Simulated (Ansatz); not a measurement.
# Y (P6_3/mmc) in Ansatz: notebook

One crystal, Y, is run at these levels: PBEsol, RPBE, revPBE, BLYP, r2SCAN; tasks: relaxation of cell and atoms.

All numbers are computed with Ansatz 0.2.0; they aren't measurements. Logs are shortened: lines on timing, memory, paths and dates and some standing lists are left out, and cuts for length are marked.

### 1 The crystal as given

Symmetry: P6_3/mmc, No. 194, hexagonal system. Conventional cell: a = 3.647 Å, b = 3.647 Å, c = 5.731 Å, α = 90.00°, β = 90.00°, γ = 120.00°. Around Y (site symmetry -6m2) lie 12 Y at 3.56 to 3.65 Å.

### 2 Relaxation of cell and atoms, PBEsol

The input, input.yaml:

```yaml
crystal:
  lattice:
    - [3.6474, 0.0, 0.0]
    - [-1.8237, 3.1587410578, 0.0]
    - [0.0, 0.0, 5.7306]
  atoms:
    - { symbol: "Y", position: [0.6666666667, 0.3333333333, 0.75] }
    - { symbol: "Y", position: [0.3333333333, 0.6666666667, 0.25] }
hamiltonian:
  xc: pbesol
  pseudopotentials: { kind: paw }
kpoints:
  mp_grid: { grid: [8, 8, 5] }
scf:
  occupations: { method: fermi_dirac, width: 0.05 }
output:
  forces: true
  stress: true
  eigenvalues: true
relax:
  f_tol: 0.01
  max_steps: 40
  cell: { stress_tol: 0.05 }
```

Potentials or basis: Ansatz PAW.

Launch:

```console
$ ansatz run input.yaml --threads 2 --pin off --max-ram 5632MiB --backend cpu --events-out ev --progress --plain --runs-dir out
```

The log of the run:

```text
Warning: RAYON_NUM_THREADS=2 ignored (pool sized by the plan → 2); use --threads N
Engine: ansatz 0.2.0, aarch64-unknown-linux-gnu
Pseudopotentials: kind: paw
Pseudopotential: Y, paw, valence charge 11, recommended cutoff 420 eV (normal), Y.paw.azcp
Functional definition: PBEsol
  exchange = pbesol_x
  correlation = pbesol_c
Crystal: 2 atoms, lattice volume = 66.023 Å³
Basis set: ecut = 420 eV, 1267 PW (Γ), exchange–correlation on 50×50×80 points (8 copies of the dense FFT grid, shifted against one another)
Bands: 15, of which v1, the nominal top of the filled ones, is band 11 counted from 1 (10 counted from 0)
Symmetry: 24 space group operations
Space group: P63/mmc (ITA 194), of the structure as read, at distance tolerance 4.0e-5 Å
k-points: 30 of 320
Non-local potential: Y, projectors of the file, l = 0: 3, l = 1: 2, l = 2: 2, l = 3: 1
PAW form: soft (Blöchl's): semilocal exchange-correlation on the pseudo side does not see the compensation charge
PAW frozen core: Y, regenerated for the run's functional, and the local potential with it (the file was generated under x = pbe(κ = 0.804, μ = 0.2195149727645171), c = pbe(β = 0.06672455060314922))
PAW one-centre angular grid: Y, 590 points (default); XC on 64 Gauss nodes
Initial density: superposition of atomic densities (neutral atoms: chi_scale 0, normalization atom), corrected by the library's trained network
Initial wavefunctions: pseudopotential atomic-orbital guess
Functional: x = pbesol(κ = 0.804, μ = 0.12345679012345678), c = pbesol(β = 0.046)
SCF iter   1: F=—  HF=-7590.128108 eV  |F-HF|=—  |Δ(HF+E_count)|=         —  Δρ=2.18e-3  dr2=2.08e-3  ethr=1.77e-3  ⟨swp⟩=4.4  Hψ=1978  notcnv=0
preconditioner: auto → Kerker (q_TF=auto, 2.272 Å⁻¹)  [metal: Δε(μ)=0.045 eV  Ē_g=2.511 eV  σ=0.050 eV  W_gap=0.21  n_scr=22 (ndim 8)  ℏωp=11.2 eV  f_vac=0.000  D(μ)=5.12/eV (n_scr^D=54)]
SCF iter   2: F=—  HF=-7590.127782 eV  |F-HF|=—  |Δ(HF+E_count)|=   3.26e-4  Δρ=1.18e-3  dr2=6.05e-4  ethr=9.45e-6  ⟨swp⟩=2.0  Hψ=957  notcnv=0
SCF iter   3: F=—  HF=-7590.127783 eV  |F-HF|=—  |Δ(HF+E_count)|=   1.24e-6  Δρ=2.12e-4  dr2=4.17e-5  ethr=2.75e-6  ⟨swp⟩=1.8  Hψ=508  notcnv=0
SCF iter   4: F=—  HF=-7590.127766 eV  |F-HF|=—  |Δ(HF+E_count)|=   1.74e-5  Δρ=6.91e-5  dr2=3.11e-6  ethr=1.89e-7  ⟨swp⟩=2.6  Hψ=697  notcnv=0
iter 5 did not close the SCF: its close was put off for the readings that it lacked (scf_convergence_deferred on its scf_iter line)
SCF iter   5: F=-7590.127765 eV  HF=-7590.127765 eV  |F-HF|=2.42e-8  |Δ(HF+E_count)|=   8.69e-7  Δρ=1.15e-5  dr2=6.65e-8  ethr=1.41e-8  ⟨swp⟩=2.0  Hψ=777  notcnv=0
SCF iter   6: F=-7590.127765 eV  HF=-7590.127765 eV  |F-HF|=1.40e-9  |Δ(HF+E_count)|=   8.05e-9  Δρ=2.68e-6  dr2=3.49e-9  ethr=3.02e-10  ⟨swp⟩=1.5  Hψ=1494  notcnv=0
SCF 1 converged in 6 iterations: F = -7590.127765 eV  dr2 = 3.49e-9
relax step   1: F+E_penalty+E_count = -7590.12776465 eV  Δ(F+E_penalty+E_count) = +0.000e0 eV  max|allowed force component| = 4.857e-17 eV/Å  Δτ_max = 0.0000 Å  P = -2.028 GPa  Ω = 66.023 Å³  (6 SCF iters, dr2 threshold 1.00e-7 eV, accepted)
Crystal: 2 atoms, lattice volume = 62.664 Å³
Basis set: ecut = 420 eV, 1207 PW (Γ), exchange–correlation on 50×50×80 points (8 copies of the dense FFT grid, shifted against one another)
Initial density: handed on by an earlier stage of this run
Initial wavefunctions: those handed on with the density
[... 12 lines left out ...]
SCF iter   3: F=—  HF=-7590.150070 eV  |F-HF|=—  |Δ(HF+E_count)|=  6.67e-10  Δρ=1.12e-6  dr2=5.75e-10  ethr=8.15e-11  ⟨swp⟩=2.0  Hψ=778  notcnv=0
SCF iter   4: F=-7590.150070 eV  HF=-7590.150070 eV  |F-HF|=1.27e-11  |Δ(HF+E_count)|=  7.55e-11  Δρ=2.06e-7  dr2=1.97e-11  ethr=1.00e-12  ⟨swp⟩=3.9  Hψ=2041  notcnv=0
SCF 3 converged in 4 iterations: F = -7590.150070 eV  dr2 = 1.97e-11
relax step   3: F+E_penalty+E_count = -7590.15006985 eV  Δ(F+E_penalty+E_count) = +7.234e-5 eV  max|allowed force component| = 1.503e-16 eV/Å  Δτ_max = 0.0000 Å  P = +0.008 GPa  Ω = 62.664 Å³  stress off target by 1.57e-2 GPa  SCF on the basis re-selected at this cell (its energy is not comparable with the rows above)  (4 SCF iters)
basis re-selected at this cell: Δ(F+E_penalty+E_count) = +7.234e-5 eV, ΔP = +0.001 GPa vs the last step (what re-selecting the basis moved, of the pressure what is left beyond the Pulay correction that the steps carried, after the strain that the cell walked since its last selection, with what the two solves' SCF thresholds leave and, on support functions, any second-order correction that the steps lacked; it is no measure of the basis error at this ecutwfc). This SCF's stress stands 1.57e-2 GPa from its target on what of the cell is left free (relax.cell.stress_tol is 5.00e-2 GPa) and its largest allowed force component is 1.50e-16 eV/Å (relax.f_tol is 1.00e-2 eV/Å): within both
SCF converged after 4 iterations
Free energy (F): -7590.150070 eV
Harris-Foulkes:  -7590.150070 eV  (|F-HF|=1.27e-11)
Internal energy: -7590.110049 eV  (E = F + TS)
E sigma→0 (E₀):  -7590.130059 eV
Entropy (-TS):   -0.040021 eV (-20.011 meV/atom)
Fermi energy:    9.739316 eV
--- Per-component energies (eV) ---
  E_band       = -231.446111
  E_kinetic    = 610.198204
  E_local      = -1196.986229  (includes V_loc(G=0)·N_el)
  E_nonlocal   = 103.750046
  E_hartree    = 378.441912
  E_xc         = -343.048236
  E_vxc        = -395.837415  (∫ρ·V_xc dr)
  E_paw        = -5546.986770  (= ΣΔE_a)
  E_vpaw       = -109.454443  (= ΣTr[D̂ρ^β])
  E_aug_tail   = 0.000005  (compensation charges beyond the density's cutoff)
  E_ewald      = -1595.776528
  E_core_change = 0.297546  (= ΣΔE_core)
  E_smearing   = -0.040021  (= −TS)
  E_closure    = 0.000000  (closes the sum)
  Σ components = -7590.150070   (vs F -7590.150070, Δ=0.00e0)
--- Forces (eV/Å), atoms counted from 1 ---
  atom   1  Y     -0.00000000     0.00000000    -0.00000000
  atom   2  Y      0.00000000    -0.00000000     0.00000000
  max |Σ_I F_I| component: 1.39e-17 eV/Å
--- Stress (GPa, compression-positive) ---
        0.015700       0.000000      -0.000000
        0.000000       0.015700      -0.000000
       -0.000000      -0.000000      -0.006066
  P = ⅓ Tr σ = 0.0084 GPa (0.084 kbar)
--- Band table (eV; the first three rows and the last of 30) ---
  k-point 0: bands = ["-32.6859", "-32.5927", "-13.0663", "-12.5025", "-12.5025", "-12.3953", "-12.3953", "-12.3535", "5.0271", "7.8343", "10.8321", "11.5317", "11.5317", "11.8931", "12.1845"]
  k-point 1: bands = ["-32.6771", "-32.6017", "-13.0022", "-12.4923", "-12.4923", "-12.4259", "-12.4056", "-12.4056", "5.3013", "7.6642", "10.5920", "11.4038", "11.4038", "11.6303", "11.9601"]
  k-point 2: bands = ["-32.6539", "-32.6251", "-12.8307", "-12.6108", "-12.4657", "-12.4657", "-12.4326", "-12.4326", "6.0458", "6.9961", "10.5468", "11.0321", "11.3635", "11.3635", "11.5798"]
  k-point 29: bands = ["-32.5937", "-32.5897", "-12.9373", "-12.9159", "-12.7532", "-12.6866", "-12.4976", "-12.4742", "8.7716", "9.0048", "9.6982", "9.7339", "10.3217", "10.3283", "12.3114"]
--- Relaxed structure (2 steps of the walk, 2 accepted, 1 SCFs on fresh bases) ---
  F+E_penalty+E_count = -7590.15006985 eV   max|allowed force component| = 1.503e-16 eV/Å   (the final SCF, on the basis selected at the relaxed cell)
  cell:  # Å, volume = 62.6644 Å³
    - [3.591705394701953, 0.0, -4.634754912590719e-34]
    - [-1.7958526973509765, 3.110508114721506, -2.1323260760316426e-18]
    - [-7.281879284404874e-34, -3.868474049559619e-18, 5.6090396886660745]
  atoms:
    - { symbol: Y, position: [0.6666666666666666, 0.3333333333333333, 0.7500000000000001] }
    - { symbol: Y, position: [0.3333333333333333, 0.6666666666666666, 0.25] }
```

Wall time 2.3 s (2 threads of Arm Neoverse V2, shared host); peak memory 0.33 GiB.

What came out:

| Quantity | Value |
| --- | --- |
| Free energy | -7590.1501 eV |
| Relaxed volume | 31.33 Å³/atom |
| Relaxed cell | a = 3.592 Å, b = 3.592 Å, c = 5.609 Å, α = 90.00°, β = 90.00°, γ = 120.00° |
| Space group after relaxing (to 0.05 Å) | P6_3/mmc (No. 194) |
| Energy gained by relaxing | 11.2 meV/atom |
| Ionic steps | 3 |
| Pressure after relaxing | 0.0 GPa |
| Band gap on the k mesh | none (metal or under the smearing width) |

The path:
| step | energy change (eV) | largest force (eV/Å) | volume (Å³) |
| --- | --- | --- | --- |
| 1 | 0.0000 | 0.0000 | 66.02 |
| 2 | -0.0224 | 0.0000 | 62.66 |
| 3 | -0.0223 | 0.0000 | 62.66 |

Final structure:
```
Y
1.0
     3.59171    0.00000    0.00000
    -1.79585    3.11051    0.00000
     0.00000    0.00000    5.60904
Y
2
Direct
  0.66667 0.33333 0.75000
  0.33333 0.66667 0.25000
```

Levels at points of the mesh, in eV from the Fermi level:
| k point | band 8 | band 9 | band 10 | band 11 | band 12 | band 13 | band 14 | band 15 |
| --- | --- | --- | --- | --- | --- | --- | --- | --- |
| (0.00, 0.00, 0.00) | -22.09 | -4.71 | -1.91 | 1.09 | 1.79 | 1.79 | 2.15 | 2.45 |
| (0.00, -0.50, 0.00) | -22.20 | -1.67 | -1.26 | -0.86 | -0.01 | 1.48 | 1.51 | 2.19 |

Caveat: the plane-wave basis is chosen anew once the cell has moved, so the energies of steps on either side of that aren't comparable; the PAW data sets come from PBE, with cores solved anew for the run's functional, which leaves a small shift of forces and pressure.

### 3 Relaxation of cell and atoms, RPBE

Changes to input.yaml since step 2:

```diff
@@ -9,3 +9,3 @@
 hamiltonian:
-  xc: pbesol
+  xc: rpbe
   pseudopotentials: { kind: paw }
```

Potentials or basis: Ansatz PAW.

Launch:

```console
$ ansatz run input.yaml --threads 2 --pin off --max-ram 5632MiB --backend cpu --events-out ev --progress --plain --runs-dir out
```

Wall time 3.1 s (2 threads of Arm Neoverse V2, shared host); peak memory 0.33 GiB.

Results (log left out):

```yaml
Free_energy: -7710.9386 eV
Relaxed_volume: 34.19 Å³/atom
Relaxed_cell: a = 3.698 Å, b = 3.698 Å, c = 5.774 Å, α = 90.00°, β = 90.00°, γ = 120.00°
Space_group_after_relaxing_to_0.05_Å: P6_3/mmc (No. 194)
Energy_gained_by_relaxing: 5.2 meV/atom
Ionic_steps: 4
Pressure_after_relaxing: 0.0 GPa
Band_gap_on_the_k_mesh: none (metal or under the smearing width)
```

Step by step:
| step | energy change (eV) | largest force (eV/Å) | volume (Å³) |
| --- | --- | --- | --- |
| 1 | 0.0000 | 0.0000 | 66.02 |
| 2 | -0.0102 | 0.0000 | 68.40 |
| 3 | -0.0103 | 0.0000 | 68.37 |
| 4 | -0.0103 | 0.0000 | 68.37 |

Final structure:
```cif
data_structure
_symmetry_space_group_name_H-M 'P 1'
_symmetry_Int_Tables_number 1
_cell_length_a 3.6978
_cell_length_b 3.6978
_cell_length_c 5.7736
_cell_angle_alpha 90.000
_cell_angle_beta 90.000
_cell_angle_gamma 120.000
_cell_volume 68.37
loop_
_atom_site_label
_atom_site_type_symbol
_atom_site_fract_x
_atom_site_fract_y
_atom_site_fract_z
_atom_site_occupancy
Y1 Y 0.66667 0.33333 0.75000 1
Y2 Y 0.33333 0.66667 0.25000 1
```

Levels at points of the mesh, in eV from the Fermi level:
```tsv
k point	band 8	band 9	band 10	band 11	band 12	band 13	band 14	band 15
(0.00, 0.00, 0.00)	-22.51	-4.57	-1.76	0.78	1.74	1.74	2.06	2.32
(0.00, -0.50, 0.00)	-22.59	-1.63	-1.10	-0.74	-0.18	1.36	1.46	2.03
```

Caveat: the plane-wave basis is chosen anew once the cell has moved, so the energies of steps on either side of that aren't comparable; the PAW data sets come from PBE, with cores solved anew for the run's functional, which leaves a small shift of forces and pressure. RPBE and its kin give volumes clearly too large for solids.

(Continued in part 2 of 2.)
